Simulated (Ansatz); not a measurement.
Computed with DFT PBE, scalar-relativistic, plane waves, PAW in Ansatz 0.2.0. Several structures of LiS₃ were relaxed, and the powder pattern of one of them was computed from 10° to 70° in 2θ (λ = 1.5406 Å; lines under 1 % are left out).

Cu Kα1 powder pattern (kinematic, no thermal factors).
```tsv
2θ (°)	relative intensity
18.24	100
19.93	31
27.14	14
28.33	6
33.90	25
36.96	9
40.49	29
42.34	7
44.75	29
45.53	5
47.21	22
49.43	4
55.98	10
58.61	9
60.02	4
60.79	1
61.92	10
64.65	10
69.46	5
```

Problem. Which structure gives it?
A.

```
Li S
1.0
     4.45160    0.00000    0.00000
     0.00000    4.45160    0.00000
     0.00000    0.00000    4.86033
Li S
1 3
Direct
  0.00000 0.00000 0.81475
  0.00000 0.50000 0.17406
  0.50000 0.00000 0.17406
  0.00000 0.00000 0.31045
```

B.

```
Li S
1.0
     4.01115    0.00000    0.00000
     0.00000    4.01115    0.00000
     0.00000    0.00000    4.01115
Li S
1 3
Cartesian
  0.0000 0.0000 0.0000
  0.0000 2.0056 2.0056
  2.0056 2.0056 0.0000
  2.0056 0.0000 2.0056
```

C.

```
Li S
1.0
     4.54779    0.00000    0.00000
     0.00000    4.54779    0.00000
     0.00000    0.00000    2.99623
Li S
1 3
Direct
  0.00000 0.00000 0.00000
  0.00000 0.50000 0.50000
  0.50000 0.00000 0.50000
  0.50000 0.50000 0.00000
```

Solution. A. Its strongest line, at 2θ = 18.24°, has d = λ/(2 sin θ) = 4.860 Å and is the (0 0 1) reflection of the conventional P4mm cell with a = 4.452 Å, c = 4.860 Å. The others have their strongest lines at 38.9° (B); 41.1° (C).

The cells needn't be stable.
